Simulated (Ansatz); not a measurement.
Results of r²SCAN+rVV10 in Ansatz (plane waves, PAW) for LaAlO3 (model structure, started from the R-3c-perovskite type, R-3c, No. 167, 10 atoms in the cell).

Run with plane-wave cutoff 560 eV, 8×8×8 k mesh, Fermi–Dirac smearing 0.01 eV, scalar-relativistic PAW data made under PBE.

Cell (relaxed at this level):

```xyz
10
Lattice="2.6761 1.5451 4.3580 -2.6761 1.5451 4.3580 0.0000 -3.0901 4.3580" Properties=species:S:1:pos:R:3 pbc="T T T"
La     0.0000     0.0000     3.2685
La     0.0000     0.0000     9.8056
Al     0.0000     0.0000     0.0000
Al     0.0000     0.0000     6.5371
O      0.1466     1.5451     7.6266
O     -1.4114    -0.6456     7.6266
O      1.2648    -0.8995     7.6266
O     -0.1466    -1.5451     5.4476
O      1.4114     0.6456     5.4476
O     -1.2648     0.8995     5.4476
```

Task: Predict the band gap.

Result: 
- band gap = 4.33 eV (on the SCF k mesh)

Spin–orbit coupling is not included.

Computed values are for the static lattice.

Cost on a shared machine: roughly 4 core-minutes.

A model structure was made by putting elements into a prototype or built by hand; here it ended with the formula and space group of a phase in our tables.

Ansatz is a program for electronic structure.
